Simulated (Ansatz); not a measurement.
# Be (P4/mmm) in Ansatz: notebook

One crystal, Be, is run at these levels: BLYP, RPBE, RPBE+D3(BJ); tasks: relaxation of cell and atoms.

All numbers are computed with Ansatz 0.2.0; they aren't measurements. Logs are shortened: lines on timing, memory, paths and dates and some standing lists are left out, and cuts for length are marked.

### 1 The structure

The structure is tetragonal, space group P4/mmm (No. 123). The conventional cell has a = 2.021 Å, b = 2.021 Å, c = 2.662 Å, α = 90.00°, β = 90.00°, γ = 90.00°. Around Be (site symmetry 4/mmm) lie 4 Be at 2.02 Å.

The cell was built by a generator and needn't be a form met in nature.

### 2 Relaxation of cell and atoms, BLYP

The input, input.yaml:

```yaml
crystal:
  lattice:
    - [2.02081, 0.0, 0.0]
    - [0.0, 2.02081, 0.0]
    - [0.0, 0.0, 2.66164]
  atoms:
    - { symbol: Be, position: [0.0, 0.0, 0.5] }
hamiltonian:
  xc: blyp
  pseudopotentials: { kind: paw }
kpoints:
  mp_grid: { grid: [13, 13, 10] }
scf:
  occupations: { method: fermi_dirac, width: 0.05 }
output:
  forces: true
  stress: true
  eigenvalues: true
  write_density: true
  write_potential: true
  elf: true
  volumetric_format: npy
relax:
  f_tol: 0.01
  max_steps: 40
  cell: { stress_tol: 0.05 }
```

Potentials or basis: Ansatz PAW.

The run is started by

```console
$ ansatz run input.yaml --threads 2 --pin off --max-ram 5632MiB --backend cpu --events-out ev --progress --plain --runs-dir out
```

Log:

```text
Warning: RAYON_NUM_THREADS=2 ignored (pool sized by the plan → 2); use --threads N
Engine: ansatz 0.2.0, aarch64-unknown-linux-gnu
Pseudopotentials: kind: paw
Pseudopotential: Be, paw, valence charge 2, recommended cutoff 420 eV (normal), Be.paw.azcp
Functional definition: BLYP
  parameter beta = 0.0042
  parameter a = 0.04918
  parameter b = 0.132
  parameter c = 0.2533
  parameter d = 0.349
  exchange = b88_x(beta = beta)
  correlation = lyp_c(a = a, b = b, c = c, d = d)
Crystal: 1 atoms, lattice volume = 10.869 Å³
Basis set: ecut = 420 eV, 229 PW (Γ), exchange–correlation on 30×30×36 points (8 copies of the dense FFT grid, shifted against one another)
Bands: 5, of which v1, the nominal top of the filled ones, is band 1 counted from 1 (0 counted from 0)
Symmetry: 16 space group operations
Space group: P4/mmm (ITA 123), of the structure as read, at distance tolerance 2.2e-5 Å
k-points: 168 of 1690
Non-local potential: Be, projectors of the file, l = 0: 2, l = 1: 2, l = 2: 1
PAW form: soft (Blöchl's): semilocal exchange-correlation on the pseudo side does not see the compensation charge
PAW frozen core: Be, regenerated for the run's functional, and the local potential with it (the file was generated under x = pbe(κ = 0.804, μ = 0.2195149727645171), c = pbe(β = 0.06672455060314922))
PAW one-centre angular grid: Be, 110 points (default); XC on 64 Gauss nodes
Initial density: superposition of atomic densities (neutral atoms: chi_scale 0, normalization atom), corrected by the library's trained network
Initial wavefunctions: pseudopotential atomic-orbital guess
Functional: x = b88, c = lyp
SCF iter   1: F=—  HF=-92.085622 eV  |F-HF|=—  |Δ(HF+E_count)|=         —  Δρ=4.26e-3  dr2=2.90e-3  ethr=1.77e-3  ⟨swp⟩=5.3  Hψ=8137  notcnv=0
preconditioner: auto → none  [metal: Δε(μ)=0.164 eV  Ē_g=15.216 eV  σ=0.050 eV  W_gap=0.47  n_scr=0 (ndim 8)  ℏωp=15.9 eV  f_vac=0.000  D(μ)=0.20/eV (n_scr^D=0)]
SCF iter   2: F=—  HF=-92.084888 eV  |F-HF|=—  |Δ(HF+E_count)|=   7.33e-4  Δρ=1.72e-3  dr2=4.51e-4  ethr=1.45e-4  ⟨swp⟩=1.0  Hψ=2190  notcnv=0
SCF iter   3: F=—  HF=-92.084790 eV  |F-HF|=—  |Δ(HF+E_count)|=   9.79e-5  Δρ=1.30e-4  dr2=1.00e-6  ethr=2.26e-5  ⟨swp⟩=1.6  Hψ=1127  notcnv=0
SCF iter   4: F=—  HF=-92.084783 eV  |F-HF|=—  |Δ(HF+E_count)|=   7.66e-6  Δρ=1.06e-5  dr2=1.30e-8  ethr=5.00e-8  ⟨swp⟩=1.9  Hψ=1179  notcnv=0
iter 5 did not close the SCF: its close was put off for the readings that it lacked (scf_convergence_deferred on its scf_iter line)
SCF iter   5: F=-92.084783 eV  HF=-92.084783 eV  |F-HF|=1.27e-9  |Δ(HF+E_count)|=   1.75e-8  Δρ=2.00e-6  dr2=1.88e-10  ethr=6.49e-10  ⟨swp⟩=2.0  Hψ=1177  notcnv=0
SCF iter   6: F=-92.084783 eV  HF=-92.084783 eV  |F-HF|=1.25e-12  |Δ(HF+E_count)|=   1.48e-9  Δρ=8.41e-8  dr2=5.15e-13  ethr=9.38e-12  ⟨swp⟩=3.0  Hψ=2755  notcnv=0
SCF 1 converged in 6 iterations: F = -92.084783 eV  dr2 = 5.15e-13
relax step   1: F+E_penalty+E_count = -92.08478273 eV  Δ(F+E_penalty+E_count) = +0.000e0 eV  max|allowed force component| = 0.000e0 eV/Å  Δτ_max = 0.0000 Å  P = +1.252 GPa  Ω = 10.869 Å³  (6 SCF iters, accepted)
Crystal: 1 atoms, lattice volume = 11.326 Å³
[... 64 lines left out ...]
SCF 8 converged in 3 iterations: F = -92.111832 eV  dr2 = 3.35e-9
relax step   8: F+E_penalty+E_count = -92.11183244 eV  Δ(F+E_penalty+E_count) = -4.783e-6 eV  max|allowed force component| = 0.000e0 eV/Å  Δτ_max = 0.0000 Å  P = +0.006 GPa  Ω = 12.112 Å³  energy of the carried Pulay correction = -3.507e-6 eV  (3 SCF iters, dr2 threshold 2.57e-8 eV, accepted)
iter 1 solved again at ethr=1.78e-8 eV; its pass at ethr=3.10e-3 eV (dr2=3.55e-7 eV) is discarded
SCF iter   1: F=—  HF=-92.111837 eV  |F-HF|=—  |Δ(HF+E_count)|=         —  Δρ=8.40e-6  dr2=4.29e-9  ethr=1.78e-8  ⟨swp⟩=2.8  Hψ=10692  notcnv=0
preconditioner: auto → none  [metal: Δε(μ)=0.025 eV  Ē_g=14.516 eV  σ=0.050 eV  W_gap=0.12  n_scr=0 (ndim 8)  ℏωp=15.1 eV  f_vac=0.000  D(μ)=0.24/eV (n_scr^D=0)]
SCF iter   2: F=—  HF=-92.111836 eV  |F-HF|=—  |Δ(HF+E_count)|=   1.23e-6  Δρ=3.88e-6  dr2=8.82e-10  ethr=2.14e-10  ⟨swp⟩=1.9  Hψ=1025  notcnv=0
SCF iter   3: F=—  HF=-92.111836 eV  |F-HF|=—  |Δ(HF+E_count)|=   2.66e-9  Δρ=7.63e-7  dr2=4.24e-11  ethr=4.41e-11  ⟨swp⟩=1.9  Hψ=1020  notcnv=0
SCF iter   4: F=-92.111836 eV  HF=-92.111836 eV  |F-HF|=1.87e-11  |Δ(HF+E_count)|=  1.33e-10  Δρ=2.34e-7  dr2=3.47e-12  ethr=1.00e-12  ⟨swp⟩=4.6  Hψ=1894  notcnv=0
SCF 9 converged in 4 iterations: F = -92.111836 eV  dr2 = 3.47e-12
relax step   9: F+E_penalty+E_count = -92.11183567 eV  Δ(F+E_penalty+E_count) = -3.232e-6 eV  max|allowed force component| = 0.000e0 eV/Å  Δτ_max = 0.0000 Å  P = +0.006 GPa  Ω = 12.112 Å³  stress off target by 3.20e-2 GPa  SCF on the basis re-selected at this cell (its energy is not comparable with the rows above)  (4 SCF iters)
basis re-selected at this cell: Δ(F+E_penalty+E_count) = -3.232e-6 eV, ΔP = +0.000 GPa vs the last step (what re-selecting the basis moved, of the pressure what is left beyond the Pulay correction that the steps carried, after the strain that the cell walked since its last selection, with what the two solves' SCF thresholds leave and, on support functions, any second-order correction that the steps lacked; it is no measure of the basis error at this ecutwfc). This SCF's stress stands 3.20e-2 GPa from its target on what of the cell is left free (relax.cell.stress_tol is 5.00e-2 GPa) and its largest allowed force component is 0.00e0 eV/Å (relax.f_tol is 1.00e-2 eV/Å): within both
SCF converged after 4 iterations
Free energy (F): -92.111836 eV
Harris-Foulkes:  -92.111836 eV  (|F-HF|=1.87e-11)
Internal energy: -92.109905 eV  (E = F + TS)
E sigma→0 (E₀):  -92.110870 eV
Entropy (-TS):   -0.001931 eV (-1.931 meV/atom)
Fermi energy:    4.354164 eV
--- Per-component energies (eV) ---
  E_band       = 1.612167
  E_kinetic    = 18.610336
  E_local      = -5.618042  (includes V_loc(G=0)·N_el)
  E_nonlocal   = 5.424421
  E_hartree    = 1.581471
  E_xc         = -17.871754
  E_vxc        = -18.269780  (∫ρ·V_xc dr)
  E_paw        = -60.683161  (= ΣΔE_a)
  E_vpaw       = -1.697713  (= ΣTr[D̂ρ^β])
  E_aug_tail   = -0.000001  (compensation charges beyond the density's cutoff)
  E_ewald      = -33.553102
  E_core_change = -0.000075  (= ΣΔE_core)
  E_smearing   = -0.001931  (= −TS)
  E_closure    = 0.000000  (closes the sum)
  Σ components = -92.111836   (vs F -92.111836, Δ=0.00e0)
--- Forces (eV/Å), atoms counted from 1 ---
  atom   1  Be    -0.00000000     0.00000000     0.00000000
  max |Σ_I F_I| component: 6.16e-33 eV/Å
--- Stress (GPa, compression-positive) ---
       -0.007026      -0.000000      -0.000000
       -0.000000      -0.007026      -0.000000
       -0.000000      -0.000000       0.032044
  P = ⅓ Tr σ = 0.0060 GPa (0.060 kbar)
--- Band table (eV; the first three rows and the last of 168) ---
  k-point 0: bands = ["-3.9351", "7.7222", "13.9856", "22.4066", "22.4066"]
  k-point 1: bands = ["-3.8000", "6.7276", "15.2674", "22.4578", "22.4578"]
  k-point 2: bands = ["-3.3965", "4.8437", "17.9981", "22.5956", "22.5956"]
  k-point 167: bands = ["7.9361", "8.5061", "13.8381", "16.5798", "19.2808"]
--- Relaxed structure (7 steps of the walk, 7 accepted, 2 SCFs on fresh bases) ---
  F+E_penalty+E_count = -92.11183567 eV   max|allowed force component| = 0.000e0 eV/Å   (the final SCF, on the basis selected at the relaxed cell)
  cell:  # Å, volume = 12.1120 Å³
    - [2.013590244369895, -4.655986890168365e-33, 3.162557403788406e-32]
    - [-4.655986890168365e-33, 2.013590244369895, 3.250405942193009e-33]
    - [4.165453031796118e-32, 4.281159768597048e-33, 2.9872635906417977]
  atoms:
    - { symbol: Be, position: [-1.3684555315672042e-48, 1.7105694144590052e-49, 0.5] }
```

v_z.tsv:

```text
# z_ang	v_es[eV]	v_tot[eV]
# format = ansatz-planar-average/11
# xc	blyp
# density_cutoff_ev	1680
# datasets	Be=:simpson_from_first_knot:soft:shift=-558372
# lattice	2.013590244	-0.000000000	0.000000000
# lattice	-0.000000000	2.013590244	0.000000000
# lattice	0.000000000	0.000000000	2.987263591
# sites	1
# site	4	0.000000000	0.000000000	1.493631795
0.000000	6.679130e0	1.753561e0
0.149363	6.549643e0	9.575337e-1
0.298726	6.135750e0	-2.799744e-1
0.448090	5.401390e0	-1.603656e0
0.597453	4.282786e0	-3.393271e0
0.746816	2.709511e0	-5.575437e0
0.896179	1.374772e-1	-8.840840e0
1.045542	-3.331576e0	-1.313958e1
1.194905	-6.690377e0	-1.747877e1
1.344269	-9.162827e0	-2.079849e1
1.493632	-1.008604e1	-2.209504e1
1.642995	-9.162827e0	-2.079849e1
1.792358	-6.690377e0	-1.747877e1
1.941721	-3.331576e0	-1.313958e1
2.091085	1.374772e-1	-8.840840e0
2.240448	2.709511e0	-5.575437e0
2.389811	4.282786e0	-3.393271e0
2.539174	5.401390e0	-1.603656e0
2.688537	6.135750e0	-2.799744e-1
2.837900	6.549643e0	9.575337e-1
```

Run time: 4.8 s. Hardware: 2 threads of Arm Neoverse V2, shared host; peak memory 0.27 GiB.

What came out:

```
Free energy                            : -92.1118 eV
Relaxed volume                         : 12.11 Å³/atom
Relaxed cell                           : a = 2.014 Å, b = 2.014 Å, c = 2.987 Å, α = 90.00°, β = 90.00°, γ = 90.00°
Space group after relaxing (to 0.05 Å) : P4/mmm (No. 123)
Energy gained by relaxing              : 27.1 meV/atom
Ionic steps                            : 9
Pressure after relaxing                : 0.0 GPa
Band gap on the k mesh                 : none (metal or under the smearing width)
```

Step by step:
| step | energy change (eV) | largest force (eV/Å) | volume (Å³) |
| --- | --- | --- | --- |
| 1 | 0.0000 | 0.0000 | 10.87 |
| 2 | -0.0174 | 0.0000 | 11.33 |
| 3 | -0.0256 | 0.0000 | 11.78 |
| 4 | -0.0265 | 0.0000 | 12.11 |
| 5 | -0.0266 | 0.0000 | 12.08 |
| 6 | -0.0266 | 0.0000 | 12.09 |
| 7 | -0.0270 | 0.0000 | 12.09 |
| 8 | -0.0270 | 0.0000 | 12.11 |
| 9 | -0.0271 | 0.0000 | 12.11 |

Final structure:
```
Be
1.0
     2.01359    0.00000    0.00000
     0.00000    2.01359    0.00000
     0.00000    0.00000    2.98726
Be
1
Direct
  0.00000 0.00000 0.50000
```

Caveat: the plane-wave basis is chosen anew once the cell has moved, so the energies of steps on either side of that aren't comparable; the PAW data sets come from PBE, with cores solved anew for the run's functional, which leaves a small shift of forces and pressure.

### 3 Relaxation of cell and atoms, RPBE

input.yaml: that of step 2 with these lines changed.

```diff
@@ -8,3 +8,3 @@
 hamiltonian:
-  xc: blyp
+  xc: rpbe
   pseudopotentials: { kind: paw }
@@ -18,6 +18,2 @@
   eigenvalues: true
-  write_density: true
-  write_potential: true
-  elf: true
-  volumetric_format: npy
 relax:
```

Potentials or basis: Ansatz PAW.

The run is started by

```console
$ ansatz run input.yaml --threads 2 --pin off --max-ram 5632MiB --backend cpu --events-out ev --progress --plain --runs-dir out
```

Wall time 2.1 s (2 threads of Arm Neoverse V2, shared host); peak memory 0.26 GiB.

It converged, with:

* Free energy: -92.7684 eV
* Relaxed volume: 11.18 Å³/atom
* Relaxed cell: a = 2.038 Å, b = 2.038 Å, c = 2.692 Å, α = 90.00°, β = 90.00°, γ = 90.00°
* Space group after relaxing (to 0.05 Å): P4/mmm (No. 123)
* Energy gained by relaxing: 1.8 meV/atom
* Ionic steps: 5
* Pressure after relaxing: 0.0 GPa
* Band gap on the k mesh: none (metal or under the smearing width)

The path:
```
step  energy change (eV)  largest force (eV/Å)  volume (Å³)
   1              0.0000                0.0000        10.87
   2             -0.0014                0.0000        11.07
   3             -0.0017                0.0000        11.17
   4             -0.0017                0.0000        11.18
   5             -0.0018                0.0000        11.18
```

Final structure:
```cif
data_structure
_symmetry_space_group_name_H-M 'P 1'
_symmetry_Int_Tables_number 1
_cell_length_a 2.0378
_cell_length_b 2.0378
_cell_length_c 2.6923
_cell_angle_alpha 90.000
_cell_angle_beta 90.000
_cell_angle_gamma 90.000
_cell_volume 11.18
loop_
_atom_site_label
_atom_site_type_symbol
_atom_site_fract_x
_atom_site_fract_y
_atom_site_fract_z
_atom_site_occupancy
Be1 Be 0.00000 0.00000 0.50000 1
```

Levels at points of the mesh, in eV from the Fermi level:
```csv
k point,band 1,band 2,band 3,band 4,band 5
"(0.00, 0.00, 0.00)",-8.99,5.76,11.99,17.53,17.53
"(0.00, 0.00, -0.50)",-4.75,-4.71,18.76,18.76,25.87
```

Caveat: the plane-wave basis is chosen anew once the cell has moved, so the energies of steps on either side of that aren't comparable; the PAW data sets come from PBE, with cores solved anew for the run's functional, which leaves a small shift of forces and pressure.

### 4 Relaxation of cell and atoms, RPBE+D3(BJ)

input.yaml: that of step 3 with these lines changed.

```diff
@@ -10,2 +10,3 @@
   pseudopotentials: { kind: paw }
+  dispersion: d3bj
 kpoints:
@@ -18,2 +19,6 @@
   eigenvalues: true
+  write_density: true
+  write_potential: true
+  elf: true
+  volumetric_format: npy
 relax:
```

The run is started by

```console
$ ansatz run input.yaml --threads 2 --pin off --max-ram 5632MiB --backend cpu --events-out ev --progress --plain --runs-dir out
```

Wall time 3.3 s (2 threads of Arm Neoverse V2, shared host); peak memory 0.27 GiB.

The run converged. Its results:

* Free energy: -93.8022 eV
* Relaxed volume: 8.31 Å³/atom
* Relaxed cell: a = 1.919 Å, b = 1.919 Å, c = 2.257 Å, α = 90.00°, β = 90.00°, γ = 90.00°
* Space group after relaxing (to 0.05 Å): P4/mmm (No. 123)
* Energy gained by relaxing: 146.0 meV/atom
* Ionic steps: 8
* Pressure after relaxing: 0.0 GPa
* Band gap on the k mesh: none (metal or under the smearing width)

Step by step:
| step | energy change (eV) | largest force (eV/Å) | volume (Å³) |
| --- | --- | --- | --- |
| 1 | 0.0000 | 0.0000 | 10.87 |
| 2 | -0.0692 | 0.0000 | 10.02 |
| 3 | -0.1255 | 0.0000 | 9.04 |
| 4 | -0.1452 | 0.0000 | 8.47 |
| 5 | -0.1461 | 0.0000 | 8.27 |
| 6 | -0.1462 | 0.0000 | 8.31 |
| 7 | -0.1462 | 0.0000 | 8.31 |
| 8 | -0.1460 | 0.0000 | 8.31 |

Final structure:
```
Be
1.0
     1.91890    0.00000    0.00000
     0.00000    1.91890    0.00000
     0.00000    0.00000    2.25674
Be
1
Direct
  0.00000 0.00000 0.50000
```

Levels at points of the mesh, in eV from the Fermi level:
| k point | band 1 | band 2 | band 3 | band 4 | band 5 |
| --- | --- | --- | --- | --- | --- |
| (0.00, 0.00, 0.00) | -10.92 | 10.09 | 17.29 | 19.13 | 19.13 |
| (0.00, 0.00, -0.50) | -6.36 | -3.70 | 21.81 | 21.81 | 29.61 |

Caveat: the volume moved by over 15 % at a fixed basis, so the end points are rough; the plane-wave basis is chosen anew once the cell has moved, so the energies of steps on either side of that aren't comparable; pairwise dispersion overbinds metals, which lowers pressure and volume; the PAW data sets come from PBE, with cores solved anew for the run's functional, which leaves a small shift of forces and pressure.

### 5 Overview

| level | gap on the mesh (eV) | pressure (GPa) | relaxed volume (Å³/atom) |
| --- | --- | --- | --- |
| BLYP | none | 0.0 | 12.11 |
| RPBE | none | 0.0 | 11.18 |
| RPBE+D3(BJ) | none | 0.0 | 8.31 |

Alike in all rows: task relaxation of cell and atoms; potentials or basis Ansatz PAW; no spin polarisation; cell relaxed; k mesh 13 × 13 × 10; cutoff (eV) 420; smearing fermi-dirac 0.05 eV.

Caveats: the plane-wave basis is chosen anew once the cell has moved, so the energies of steps on either side of that aren't comparable; the PAW data sets come from PBE, with cores solved anew for the run's functional, which leaves a small shift of forces and pressure; the volume moved by over 15 % at a fixed basis, so the end points are rough (some runs); pairwise dispersion overbinds metals, which lowers pressure and volume (some runs).

Total energies depend on the potentials used, so only differences within one code and one set of settings carry meaning.
